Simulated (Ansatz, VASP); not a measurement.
# Al: VASP beside Ansatz

```
Al
1.0
     4.53195    0.00000   -0.01704
    -2.26597    3.92481    0.00852
    -1.52009    0.00000    2.44968
Al
3
Cartesian
  0.0000 2.6165 0.0000
  0.0000 0.0000 0.0000
  2.2660 1.3083 -0.0085
```

Alike in both runs: functional LDA; k mesh 9 × 9 × 14; occupations gaussian, width 0.1 eV; no spin polarisation.

Ansatz relaxed the structure, and its values are those at the end. VASP's run is a single point on that final structure, the one shown.

```csv
,VASP,Ansatz
version,VASP 6.6.1,Ansatz 0.2.0
potentials or method,"VASP PAW LDA potentials, release 64 (Al)","scalar-relativistic, plane waves, PAW"
plane-wave cutoff (eV),520,420
valence electrons in the cell,9,9
```

|  | VASP | Ansatz | Ansatz less VASP |
| --- | --- | --- | --- |
| gap on the k mesh at the Fermi level (eV) | none | none | - |
| pressure (GPa) | 12.0 | 11.8 | -0.16 |

A gap of «none» marks a metal or a gap that the smearing closes.
